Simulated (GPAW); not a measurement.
Crystal: HfO2.

```
CELL_PARAMETERS angstrom
0.00000 2.55750 2.55750
2.55750 0.00000 2.55750
2.55750 2.55750 0.00000
ATOMIC_POSITIONS crystal
Hf 0.00000 0.00000 0.00000
O 0.75000 0.75000 0.75000
O 0.25000 0.25000 0.25000
```

Measurements of this composition are mostly on another form, of space group No. 14.

Program: GPAW 26.7.0. Alike in all runs: task band structure; cell as given; cutoff (eV) 800; smearing fermi-dirac 0.05 eV.

Problem. Order these runs on this cell by their pressure, lowest first.
A. level PBEsol+U; potentials or basis PAW data sets generated in the run's folder for this functional, pw; spin off; U Hf d U = 6 eV; k mesh 9 × 9 × 9; band points 80
B. level PBE; potentials or basis GPAW PAW data sets (gpaw-data 1.2.1), pw; spin SOC, no magnetisation; k mesh 7 × 7 × 7; band points 80; spin axis theta (degrees) 54.7; spin axis phi (degrees) 45; soc after scf second variation
C. level LDA; potentials or basis JTH PAW 2.0, LDA, pw; spin off; k mesh 7 × 7 × 7; band points 100; data set Hf jth, O jth
D. level PBEsol+U; potentials or basis PAW data sets generated in the run's folder for this functional, pw; spin off; U Hf d U = 2 eV; k mesh 9 × 9 × 9; band points 80
E. level PBEsol+U; potentials or basis PAW data sets generated in the run's folder for this functional, pw; spin off; U Hf d U = 8 eV; k mesh 9 × 9 × 9; band points 80

Solution. C (-20.8 GPa), D (-5.0 GPa), B (-2.8 GPa), A (6.7 GPa), E (13.1 GPa).

Caveats: spin-orbit coupling was added after a scalar SCF, so levels and gaps hold it while energy, forces, pressure and moments don't (some runs); the program truncates these outside data sets (some runs); so large a pressure means that the cell lies far from this level's equilibrium, or that cutoff or potentials fall short (some runs).

Not every run made on this cell is shown here.
